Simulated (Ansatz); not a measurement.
# TiAl3: the cost of one run

Computed with Ansatz 0.2.0 (DFT PBE, scalar-relativistic, plane waves, PAW, unless a step's input says otherwise).

## (1) The starting structure

It takes space group Pm-3m (No. 221, cubic). Conventional cell: a = 3.956 Å, b = 3.956 Å, c = 3.956 Å, α = 90.00°, β = 90.00°, γ = 90.00°. Ti (site symmetry m-3m) is surrounded by 12 Al at 2.80 Å. Around Al (site symmetry 4/mmm) lie 4 Ti at 2.80 Å and 8 Al at 2.80 Å.

As a file:

```
Ti Al
1.0
     3.95567    0.00000    0.00000
     0.00000    3.95567    0.00000
     0.00000    0.00000    3.95567
Ti Al
1 3
Cartesian
  0.0000 0.0000 0.0000
  1.9778 1.9778 0.0000
  1.9778 0.0000 1.9778
  0.0000 1.9778 1.9778
```

The structure comes from the Materials Project (structure only).

## (2) A random distortion, cell strained

The change: strain xx, yy, zz, yz, xz, xy = +5.1, +3.5, +4.6, +0.9, +1.0, -0.5 %; atoms moved by 0.10 Å root mean square, at most 0.11 Å.

The input, input.yaml:

```yaml
crystal:
  lattice:
    - [4.1572127002, -0.0204112636, 0.0395567125]
    - [-0.0204112636, 4.0940406303, 0.0365899591]
    - [0.0395567125, 0.0365899591, 4.1362476426]
  atoms:
    - { symbol: Ti, position: [0.0061936391, 0.0206564183, -0.0149860785] }
    - { symbol: Al, position: [0.4824201771, 0.4941779793, -0.0213592067] }
    - { symbol: Al, position: [0.5123822221, -0.0135046612, 0.5123089096] }
    - { symbol: Al, position: [-0.0009960383, 0.4986702636, 0.5240363756] }
basis:
  ecutwfc: 420
kpoints:
  mp_grid: { grid: [10, 10, 10] }
hamiltonian:
  xc: pbe
scf:
  occupations: { method: gaussian, width: 0.1 }
output:
  forces: true
  stress: true
  eigenvalues: true
```

Command:

```bash
ansatz run input.yaml --threads 1 --pin off --max-ram 1331MiB --backend cpu --events-out ev --progress --plain --runs-dir out
```

**Question.** How long does this run take on 1 thread of an x86-64 CPU, shared host, and how much memory does it need?

About 15 s, with a peak of 0.93 GiB.
